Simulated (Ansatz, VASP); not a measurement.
## Two plane-wave programs on CdTe

File INCAR:

```
PREC = Accurate ; ENCUT = 520
EDIFF = 1E-6 ; ISMEAR = 0
SIGMA = 0.05 ; LREAL = False
LASPH = True ; NELM = 60
ALGO = Normal ; ISIF = 2
LWAVE = False ; LCHARG = True
GGA = PS ; LELF = True
LVHAR = True ; NBANDS = 16
```

File KPOINTS:

```
regular mesh
0
Gamma
  8 8 8
```

POSCAR

```
CdTe
1.0
    0.0000000000      2.9202043743      3.2446715270
    3.2446715270      0.0000000000      3.2446715270
    3.2446715270      2.9202043743      0.0000000000
Cd Te
1 1
Direct
    0.0000000000      0.0000000000      0.0000000000
    0.7500000000      0.7500000000      0.7500000000
```

Input for Ansatz:

```yaml
crystal:
  lattice:
    - [0.0, 2.9202043743, 3.244671527]
    - [3.244671527, 0.0, 3.244671527]
    - [3.244671527, 2.9202043743, 0.0]
  atoms:
    - { symbol: Cd, position: [0.0, 0.0, 0.0] }
    - { symbol: Te, position: [0.75, 0.75, 0.75] }
basis:
  ecutwfc: 420
kpoints:
  mp_grid: { grid: [8, 8, 8] }
hamiltonian:
  xc: pbesol
scf:
  occupations: { method: gaussian, width: 0.05 }
output:
  forces: true
  stress: true
  eigenvalues: true
```

Change from the starting cell: strain -0.1000 x Voigt [0, 1, 0, 0, 0, 0], atoms carried along.

Alike in both runs: task single point; functional PBEsol; k mesh 8 × 8 × 8; occupations gaussian, width 0.05 eV; no spin polarisation.

|  | VASP | Ansatz |
| --- | --- | --- |
| version | VASP 6.6.1 | Ansatz 0.2.0 |
| potentials or method | VASP PAW PBE potentials, release 64 (Cd, Te) | scalar-relativistic, plane waves, PAW |
| plane-wave cutoff (eV) | 520 | 420 |
| valence electrons in the cell | 18 | 36 |

VASP gave:

| Quantity | Value |
| --- | --- |
| gap on the k mesh at the Fermi level (eV) | 0.75 |
| least direct gap on the mesh (eV) | 0.75 |
| pressure (GPa) | 5.6 |
| largest component of the traceless stress (GPa) | 0.56 |

**Question.** Which values does Ansatz return?

**Answer.** gap on the k mesh at the Fermi level (eV): 0.74; least direct gap on the mesh (eV): 0.74; pressure (GPa): 5.3; largest component of the traceless stress (GPa): 0.58.

The two sets of potentials don't hold the same shells in valence.

Caveats: the PAW data sets were made with another functional, which shifts forces and pressure a little (VASP); spin-orbit coupling is left out, which moves the levels of the heavy elements.
